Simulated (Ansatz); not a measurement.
TaN under changes of volume

One of the cells (10.776 Å³/atom); the others are scaled copies at fixed shape and fractional positions:

```
CELL_PARAMETERS angstrom
2.93800 0.00000 0.00000
-1.46900 2.54438 0.00000
0.00000 0.00000 2.88300
ATOMIC_POSITIONS crystal
Ta 0.00000 0.00000 0.50000
N 0.66667 0.33333 0.00000
```

| Item | Value |
| --- | --- |
| Program | Ansatz 0.2.0 |
| Functional | r2SCAN |
| Potentials or basis | Ansatz PAW |
| Cutoff | 500 eV (not typed: the program's choice for these potentials) |
| k mesh | 10 × 10 × 9 |
| Occupations | fermi-dirac, width 0.05 eV |
| Spin | no spin polarisation |

```csv
volume (Å³/atom),energy over the lowest point (meV/atom),pressure (GPa)
10.129,47.56,25.2
10.345,20.13,15.8
10.560,4.68,7.3
10.776,0.00,-0.2
10.991,5.01,-7.1
11.207,?,?
11.422,40.27,-18.7
```

Q: What does the run at 11.207 Å³/atom give?

A: Energy over the lowest point 18.72 meV/atom; pressure -13.2 GPa.

Worked out: A Birch-Murnaghan fit of order 3 (a polynomial in V^(-2/3)) to the other rows has its minimum at 10.77 Å³/atom with B0 = V·E''(V) = 361 GPa and B' = 4.2 at fixed shape and positions, which overstates the stiffness. It gives 18.75 meV/atom at 11.207 Å³/atom, against the run's 18.72, and -dE/dV = -13.2 GPa, against -13.2.

Energies are extrapolated to zero smearing.

Caveats: the PAW data sets come from PBE, with cores solved anew for the run's functional, which leaves a small shift of forces and pressure.
